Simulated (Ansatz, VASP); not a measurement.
Two plane-wave programs on KBr

```
K Br
1.0
     4.04350    0.07582    0.00000
     0.07582    4.04350    0.00000
     0.00000    0.00000    4.04350
K Br
1 1
Direct
  0.00000 0.00000 0.00000
  0.50000 0.50000 0.50000
```

Change from the starting cell: strain +0.0375 x Voigt [0, 0, 0, 0, 0, 1], atoms carried along.

Alike in both runs: task single point; functional LDA; k mesh 6 × 6 × 6; occupations gaussian, width 0.05 eV; no spin polarisation.

|  | VASP | Ansatz |
| --- | --- | --- |
| version | VASP 6.6.1 | Ansatz 0.2.0 |
| potentials or method | VASP PAW LDA potentials, release 64 (K_sv, Br) | scalar-relativistic, plane waves, PAW |
| plane-wave cutoff (eV) | 520 | 420 |
| valence electrons in the cell | 16 | 16 |

```csv
,VASP,Ansatz,Ansatz less VASP
gap on the k mesh at the Fermi level (eV),3.49,3.48,-0.009
least direct gap on the mesh (eV),3.73,3.72,-0.010
pressure (GPa),-2.6,-2.6,-0.04
```

A k mesh can miss the band edges.
